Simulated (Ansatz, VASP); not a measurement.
## ZnAu: VASP beside Ansatz

```xyz
2
Lattice="3.1287 0.0000 0.0000 0.0000 3.1287 0.0000 0.0000 0.0000 3.1287" Properties=species:S:1:pos:R:3 pbc="T T T"
Zn    1.5644    1.5644    1.5644
Au    0.0000    0.0000    0.0000
```

Alike in both runs: task single point; functional PBEsol; k mesh 12 × 12 × 12; occupations fermi-dirac, width 0.08 eV; no spin polarisation.

|  | VASP | Ansatz |
| --- | --- | --- |
| version | VASP 6.6.1 | Ansatz 0.2.0 |
| potentials or method | VASP PAW PBE potentials, release 64 (Zn, Au), cutoff 520 eV | all-electron LAPW, scalar-relativistic |

```tsv
	VASP	Ansatz	Ansatz less VASP
pressure (GPa)	0.1	0.0	-0.13
```

Ansatz ran all-electron here, so the differences hold the error of VASP's frozen core and of both bases. Ansatz warned: «optics_on_partly_filled_bands».

Caveats: the PAW data sets were made with another functional, which shifts forces and pressure a little (VASP). Spin-orbit coupling is left out, which matters for the levels of Au.
